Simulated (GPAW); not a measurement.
# KCl (honeycomb monolayer): G0W0 with GPAW, start to end, part 2 of 2

Wanted: ground state, empty states, screening and self-energy for KCl (honeycomb monolayer).

GPAW 26.7.0; PBE and many-body steps on it, plane waves. Known limits of the many-body steps: short of the basis limit.

So far. Step 3 (Bands along the symmetry lines): The gap is 4.729 eV, as in the run before at this level. Step 4 (Empty states on the mesh, 6×6×1 mesh, 436 bands): On this mesh the gap is 4.729 eV.

**5. Screening and self-energy, 6×6×1 mesh, 198 bands, screening to 48 eV**

G0W0 replaces the xc potential by the self-energy, built once from these orbitals. Only a window of levels is corrected, while the sums run over the empty bands that the input names.

This step: G0W0 on PBE, plane waves, PAW.

run.py reads:

```python
import json
import numpy as np
from gpaw.mpi import world
from gpaw.response.g0w0 import G0W0

gw = G0W0('full.gpw',
    filename='gw',
    kpts=[0, 4],
    bands=(6, 10),
    ecut=48,
    nbands=198,
    truncation='2D',
    integrate_gamma='sphere',
    q0_correction=True,
    frequencies={'type': 'nonlinear', 'domega0': 0.15, 'omega2': 15.0},
    eta=0.1,
    nblocksmax=True)
gw.calculate()
res = {mode: {k: v for k, v in r.items() if k != 'sigma_eskwn'}
       for mode, r in gw.all_results.items()}

if world.rank == 0:
    with open('result.json', 'w') as f:
        json.dump(res, f, default=lambda x: x.tolist())
```

The run is started by

```bash
> mpirun -n 4 gpaw python run.py
```

Log:

```text
Using integrator: PointIntegrator
NonLinearFrequencyDescriptor(from 0.000 to 79.704 eV, 167 points)
Nonperiodic BCs:  [False False  True]
Using integrator: PointIntegrator
NonLinearFrequencyDescriptor(from 0.000 to 79.704 eV, 167 points)
Nonperiodic BCs:  [False False  True]
Applying analytical 2D correction to W:
    Evaluating Gamma point contribution to W on a 15x15x1 grid
  ___  _ _ _
 |   || | | |
 | | || | | |
 |__ ||_____|
 |___|

BZ k-points: Symmetries present (total): 6

  [... matrices ...]
36 k-points: 6 x 6 x 1 Monkhorst-Pack grid + [1/12,1/12,0.000000]
7 k-points in the irreducible part of the Brillouin zone
       k-points in crystal coordinates                weights
   0:     0.00000000    0.00000000    0.00000000          1/36
   1:     0.16666667    0.00000000    0.00000000          6/36
   2:     0.33333333   -0.16666667    0.00000000          6/36
   3:     0.33333333    0.00000000    0.00000000          6/36
   4:     0.33333333    0.33333333    0.00000000          2/36
   5:     0.50000000    0.33333333    0.00000000         12/36
   6:     0.50000000    0.50000000    0.00000000          3/36

Distributing spins, k-points and bands (1 x 2 x 4) over 1 process
Number of blocks: 4

Quasi particle states:
k-points (IBZ indices): [0, 4]
Band range: (6, 10)
  [... matrices ...]
Computational parameters:
Plane wave cut-off: 48 eV
Number of bands: 198
Coulomb cutoff: 2D
Broadening: 0.1 eV

fxc modes: GW
Kernel: RPA
Using full-frequency real axis integration
Summing all q:

Calculating screened Coulomb potential
2D Coulomb truncation
NonLinearFrequencyDescriptor(from 0.000 to 79.704 eV, 167 points)
Removing empty qpoint cache files...

Calculating chi0 body with:
    Ground state adapter containing:
    Number of spins: 1
    Number of kpoints: 36
    Number of irreducible kpoints: 7
    Number of completely occupied states: 8
    Number of partially occupied states: 8
    Occupied states memory: 4.9833984375 M / cpu

    Linear response parametrization:
    q_c: [1.387779e-17, 1.387779e-17, 0.0]
    Number of frequency points: 167
    Planewave cutoff: 48.0
    Number of bands: 198
    Number of planewaves: 175
    Broadening (eta): 0.1
    comm.size: 4
    kncomm.size: 1
    blockcomm.size: 4

    Memory estimate of potentially large arrays:
        chi0_wGG: 19.509792 M / cpu
Integrating chi0 body.

Symmetries of q_c:
    Direct symmetries (Uq -> q): 6
    Indirect symmetries (TUq -> q): 6
In total 12 allowed symmetries.

  [... matrices ...]
7 groups of equivalent kpoints. 80.555556% reduction.

Integral kind: spectral function
Integrating chi0 head and wings.

Symmetries of q_c:
    Direct symmetries (Uq -> q): 6
    Indirect symmetries (TUq -> q): 6
In total 12 allowed symmetries.

  [... matrices ...]
7 groups of equivalent kpoints. 80.555556% reduction.

Integral kind: spectral function wings

Calculating chi0 body with:
    Ground state adapter containing:
    Number of spins: 1
    Number of kpoints: 36
    Number of irreducible kpoints: 7
    Number of completely occupied states: 8
    Number of partially occupied states: 8
[... the further q-points ...]

Results:
f:      Occupation numbers
eps:     KS-eigenvalues [eV]
vxc:     KS vxc [eV]
exx:     Exact exchange [eV]
sigma:   Self-energies [eV]
dsigma:  Self-energy derivatives
Z:       Renormalization factors
qp:      QP-energies [eV]

k-point 0 (0): (0.000, 0.000, 0.000)                GW
band       f     eps     vxc     exx   sigma  dsigma       Z      qp
                                                                   GW
   6   1.000  -4.934 -15.642 -20.144   1.533  -0.208   0.828  -7.391
   7   1.000  -4.756 -15.052 -19.612   1.493  -0.206   0.829  -7.299
   8   0.000  -0.011  -3.792  -1.444  -1.114  -0.069   0.935   1.143
   9   0.000   1.413  -3.062  -1.278  -0.736  -0.061   0.942   2.401

k-point 1 (4): (0.333, 0.333, 0.000)                GW
band       f     eps     vxc     exx   sigma  dsigma       Z      qp
                                                                   GW
   6   1.000  -4.889 -15.648 -20.169   1.522  -0.197   0.836  -7.395
   7   1.000  -4.740 -15.182 -19.741   1.507  -0.200   0.833  -7.284
   8   0.000   2.043  -5.674  -2.512  -1.357  -0.096   0.912   3.688
   9   0.000   2.297  -4.638  -1.807  -1.164  -0.083   0.924   3.836
```

Elapsed: 1.8 min, on 4 MPI ranks of Arm Neoverse V1, shared host; peak memory 1.9 GiB; 7.3 min of CPU time.

Numbers from this step:

```yaml
g0w0_gap_on_the_mesh: 8.427 eV
least_direct_g0w0_gap_on_the_computed_points: 8.442 eV
z_at_the_valence_top: 0.8335
z_at_the_conduction_bottom: 0.9351
starting_gap_on_the_mesh: 4.729 eV
k_of_the_valence_top: 0.3333, 0.3333, 0
k_of_the_conduction_bottom: 0, 0, 0
```

The gap on the mesh goes from 4.73 eV to 8.43 eV, a correction of +3.70 eV.

Limits: finite bands, cutoff and mesh. v1 is the top filled band, c1 the lowest empty one. Levels before and after the correction, in eV, zero at the valence-band top of each column:

```tsv
	conduction bottom	valence top
Kohn-Sham	4.73	0.00
G0W0	8.43	0.00
```

```tsv
	level	energy (eV)
Kohn-Sham	Γ v2	-0.194
Kohn-Sham	Γ v1	-0.016
Kohn-Sham	Γ c1	4.729
Kohn-Sham	Γ c2	6.153
Kohn-Sham	(0.333 0.333 0) v2	-0.149
Kohn-Sham	(0.333 0.333 0) v1	0.000
Kohn-Sham	(0.333 0.333 0) c1	6.783
Kohn-Sham	(0.333 0.333 0) c2	7.038
G0W0	Γ v2	-0.107
G0W0	Γ v1	-0.015
G0W0	Γ c1	8.427
G0W0	Γ c2	9.685
G0W0	(0.333 0.333 0) v2	-0.111
G0W0	(0.333 0.333 0) v1	0.000
G0W0	(0.333 0.333 0) c1	10.972
G0W0	(0.333 0.333 0) c2	11.120
```

**6. Where the time went**

Times are wall times on 4 MPI ranks of Arm Neoverse V1, shared host, good to a factor of about two.

```tsv
step	time	share	memory (GiB)
ground state	13 s	2 %	0.82
bands along the symmetry lines	22 s	4 %	0.86
empty states on the mesh	6.4 min	73 %	10
screening and self-energy	1.8 min	21 %	1.9
```

**7. Summary of results**

```
PBE gap              : 4.73 eV, indirect (only 16 meV under the direct gap)
G0W0 gap on the mesh : 8.43 eV
GW settings          : 6×6×1 mesh, 198 bands, screening to 48 eV, full frequency, Hilbert transform
known limits         : short of the basis limit
```

What this shows: G0W0 moves the gap on the mesh from 4.73 eV to 8.43 eV (+3.70 eV), with Z of 0.83 and 0.94 at the edges. The dearest step here is «empty states on the mesh». Bands and cutoff are finite, so the gap stands short of the basis limit, usually by up to a few tenths of an eV; the mesh is an error of its own. In this program the long-wavelength screening can come out low in d oxides and layered crystals.

[Long decimals in the printed logs are rounded to 6 places.]

[Logs are printed without paths, hosts, clocks, repeated set-up lines and the standing remarks that a program may print on its own settings, such as how far it seeks lower states.]

[Paths, hosts, dates, memory and timing lines, banners, echoed tables and standing remarks are left out of the program output; an Ansatz launch command may be rebuilt from the run's recorded settings. Measured values are a selection of at most five: reports struck by readers or far from the other reports are left out. None is set beside runs whose start may be inverted or whose files or cutoffs have a known fault.]

[Runs of the session that timed out or met a known fault of the program may be left out.]

[Hosts, paths, dates, database ids (printed as entryN), source tags and the programs' standing remarks are cut or masked in the printed files.]

[Where the starting crystal was built by hand or by swapping elements, it need not be the compound's stable phase.]
